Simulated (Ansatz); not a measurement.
Task: an all-electron LAPW single point of AlN, space group P6_3/mmc, with Ansatz 0.2.0 through its Python package. Give the script and its output. Level of theory: LDA, LAPW, the default cutoff (339 eV here), 6×6×4 k-points, fixed occupations.

`aln.vasp`
```text
AlN
1.0
   3.31211574    0.00000000    0.00000000
  -1.65605787    2.86837637    0.00000000
   0.00000000    0.00000000    4.18756300
Al N
2 2
Direct
   0.33333333    0.66666667    0.75000000
   0.66666667    0.33333333    0.25000000
   0.33333333    0.66666667    0.25000000
   0.66666667    0.33333333    0.75000000
```

`aln.py`
```python
'''AlN with all its electrons on LAPW.'''

import json
import warnings

import ansatz as az
from ase import Atoms
from ase.io import read
from ase.io import write

FILLING = 'fixed'
MESH = (6, 6, 4)
XC = 'lda'


def main() -> None:
    warnings.simplefilter('ignore', az.DeckWarning)

    atoms = read('aln.vasp', format='vasp')
    system = az.Crystal.from_ase(atoms)

    calculation = (
        system.calculation()
        .occupations(FILLING)
        .kpoints(*MESH, center='gamma')
        .functional(XC)
        .pseudopotentials('all_electron', lapw=True, basis_error=0.002)
    )
    def show(event):
        row = event['data']
        if event['event'] == 'scf_iter' and row.get('harris_foulkes_ev') is not None:
            print(f'  iteration {row["iter"]:3d}  Harris-Foulkes {row["harris_foulkes_ev"]:.5f} eV  residual {row["dr2_ev"]:.2e}')


    out = calculation.session().plan().execute(on_event=show)
    rep = out.report

    for key in ('converged', 'n_iterations', 'n_electrons', 'n_kpoints', 'n_pw', 'n_symmetry_ops', 'free_energy_ev', 'fermi_energy_ev'):
        print(f'{key:18s} {rep[key]}')

    image = Atoms([s.symbol for s in out.lattice.sites], positions=[s.position_ang for s in out.lattice.sites], cell=out.lattice.cell_ang, pbc=True)
    write('final.extxyz', image)

    keep = ['free_energy_ev', 'energy_sigma0_ev', 'fermi_energy_ev', 'n_iterations', 'converged', 'magnetization_mub', 'n_kpoints']
    with open('aln.json', 'w') as handle:
        json.dump({key: rep[key] for key in keep}, handle, indent=1)

    errors = rep['lapw_basis_errors']
    print(f'estimated basis error {1000 * errors["total_ev_per_atom"]:.3f} meV/atom, target {1000 * errors["basis_error_target_ev_per_atom"]:.3f}')
    for sphere in errors['spheres']:
        print(f'  {sphere["species"]:2s} muffin-tin radius {sphere["muffin_tin_radius_ang"]:.3f} A, core shells {sphere["core_shells"]}')


if __name__ == '__main__':
    main()
```

```console
$ python aln.py
  iteration   1  Harris-Foulkes -16136.56136 eV  residual 1.02e+01
  iteration   2  Harris-Foulkes -16132.09001 eV  residual 4.41e-01
  iteration   3  Harris-Foulkes -16131.93510 eV  residual 3.56e-01
  iteration   4  Harris-Foulkes -16131.84967 eV  residual 2.56e-02
  iteration   5  Harris-Foulkes -16131.83883 eV  residual 1.31e-03
  iteration   6  Harris-Foulkes -16131.83843 eV  residual 4.10e-05
  iteration   7  Harris-Foulkes -16131.83842 eV  residual 2.40e-07
  iteration   8  Harris-Foulkes -16131.83842 eV  residual 8.09e-09
converged          True
n_iterations       8
n_electrons        36.0
n_kpoints          21
n_pw               541
n_symmetry_ops     24
free_energy_ev     -16131.838417830517
fermi_energy_ev    10.31399133232581
estimated basis error 0.923 meV/atom, target 2.000
  N  muffin-tin radius 0.919 A, core shells 0
  Al muffin-tin radius 0.993 A, core shells 1
```

File `aln.json` afterwards:
```json
{
 "free_energy_ev": -16131.838417830517,
 "energy_sigma0_ev": -16131.838417830517,
 "fermi_energy_ev": 10.31399133232581,
 "n_iterations": 8,
 "converged": true,
 "magnetization_mub": 0.0,
 "n_kpoints": 21
}
```

It writes `final.extxyz`:
```text
4
Lattice="3.3121157393566616 0.0 0.0 -1.6560578696783308 2.8683763705571472 0.0 0.0 0.0 4.187563" Properties=species:S:1:pos:R:3 pbc="T T T"
Al       0.00000000       1.91225091       3.14067225
Al       1.65605787       0.95612546       1.04689075
N        0.00000000       1.91225091       1.04689075
N        1.65605787       0.95612546       3.14067225
```

Notes:
- All-electron totals depend on functional, relativistic treatment and basis; only differences at equal settings carry meaning.
- With fixed filling the reported Fermi level is the top filled level among the k-points of the SCF.
- Only differences from the Fermi energy are physical; the zero of the scale is a convention.
- The structure comes from a database of computed cells and needn't be a stable or known phase.
- Wall time of the script: 11 s on 1 thread of Arm Neoverse N1, with other jobs on the host, peak memory 0.4 GiB.

(Lines on the test bed's own set-up are left out of the output.)
